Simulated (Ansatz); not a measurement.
# How far is PAW off for Sc?

```yaml
crystal:
  lattice:
    - [0.00000, 2.32685, 2.32685]
    - [2.32685, 0.00000, 2.32685]
    - [2.32685, 2.32685, 0.00000]
  atoms:
    - { symbol: Sc, position: [0.00000, 0.00000, 0.00000] }
```

The conventional cell has a = 4.654 Å, b = 4.654 Å, c = 4.654 Å, α = 90.00°, β = 90.00°, γ = 90.00°. Around Sc (atom 1) lie 12 Sc at 3.29 Å.

The cell is the one relaxed in the Materials Project (mp-36), not relaxed further here; entries there can be hypothetical.

Spin polarisation is left out, and whether a magnetic state lies lower isn't shown here.

Methods: DFT, LDA, PAW with Ansatz's default frozen-core files, scalar-relativistic (Ansatz 0.2.0); DFT, LDA, all-electron PAW with datasets made for the crystal, scalar-relativistic (Ansatz 0.2.0); DFT, LDA, all-electron LAPW, scalar-relativistic (Ansatz 0.2.0).

For PAW: a Γ-centred 13×13×13 k mesh, Fermi–Dirac smearing of 0.08 eV, cutoff 420 eV, no spin polarisation; the PAW files were made with PBE, and the program remakes their frozen cores for this functional. The crystal-made all-electron datasets (AE datasets) take a cutoff of 220 eV at this cell. LAPW targets a basis error of 0.25 meV/atom. The Ansatz runs share mesh, smearing and spin set-up. Plane-wave (PAW) pressures include the program's estimate of the Pulay term.

Stress and pressure are positive in compression.

Levels count from the Fermi level.

```csv
quantity,PAW,AE datasets,LAPW
pressure (GPa),-5.59,-5.59,-5.59
highest filled level at U (eV),-0.419,-0.419,-0.419
lowest empty level at U (eV),0.839,0.840,0.840
highest filled level at W (eV),-0.632,-0.633,-0.633
lowest empty level at W (eV),0.192,0.192,0.192
highest filled level at Γ (eV),-5.101,-5.101,-5.101
lowest empty level at Γ (eV),1.495,1.494,1.494
```
